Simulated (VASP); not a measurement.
CdTe: relaxation of cell and atoms with PBE

Crystal: CdTe.

```xyz
2
Lattice="0.0000 3.2050 3.2050 3.2050 0.0000 3.2050 3.2050 3.2050 0.0000" Properties=species:S:1:pos:R:3 pbc="T T T"
Cd    0.0000    0.0000    0.0000
Te    1.6025    1.6025    1.6025
```

```yaml
Program: VASP 6.6.1
Task: relaxation of cell and atoms
Functional: PBE
Potentials_or_basis: VASP PAW PBE potentials, release 64 (Cd, Te)
Cutoff: 520 eV
k_mesh: 8 × 8 × 8
Occupations: gaussian, width 0.02 eV
Spin: non-collinear spin, zero start, spin-orbit coupling
Starting_moments: "[[0.0, 0.0, 0.0], [0.0, 0.0, 0.0]] μB"
Further_INCAR_settings: ALGO = Normal; EDIFF = 1e-07; IBRION = 2; EDIFFG = -0.002; NSW = 80; ISIF = 3
```

```json
{"Relaxed volume": "36.38 Å³/atom", "Relaxed cell": "a = 4.686 Å, b = 4.686 Å, c = 4.686 Å, α = 60.00°, β = 60.00°, γ = 60.00°", "Space group after relaxing (to 0.05 Å)": "F-43m (No. 216)", "Energy gained by relaxing": "43.5 meV/atom", "Ionic steps": "5", "Pressure after relaxing": "0.0 GPa", "Net moment": "0.00 μB per cell", "Valence electrons inside the program's atomic spheres": "Cd 10.28; Te 3.40"}
```

The path:
```csv
step,energy change (eV),largest force (eV/Å),pressure (GPa),volume (Å³)
1,0.0000,0.0000,4.43,65.84
2,-0.0805,0.0000,-0.95,74.89
3,-0.0870,0.0000,0.02,72.73
4,-0.0870,0.0000,-0.05,72.87
5,-0.0870,0.0000,0.01,72.76
```

Final structure:
```cif
data_structure
_symmetry_space_group_name_H-M 'P 1'
_symmetry_Int_Tables_number 1
_cell_length_a 4.6860
_cell_length_b 4.6860
_cell_length_c 4.6860
_cell_angle_alpha 60.000
_cell_angle_beta 60.000
_cell_angle_gamma 60.000
_cell_volume 72.76
loop_
_atom_site_label
_atom_site_type_symbol
_atom_site_fract_x
_atom_site_fract_y
_atom_site_fract_z
_atom_site_occupancy
Cd1 Cd 0.00000 0.00000 0.00000 1
Te1 Te 0.25000 0.25000 0.25000 1
```

Moments on the atoms (μB; x, y, z):
```
Cd  0.00 0.00 0.00
Te  0.00 0.00 0.00
```

Wall time 6.4 min on 4 MPI ranks on Intel(R) Xeon(R) Platinum 8559C (Emerald Rapids), on a shared host, peak memory 0.49 GiB a rank.

Caveat: the volume moved by +11 % from the deposited cell, more than functionals usually miss. Zero-point motion and thermal expansion aren't in these numbers.
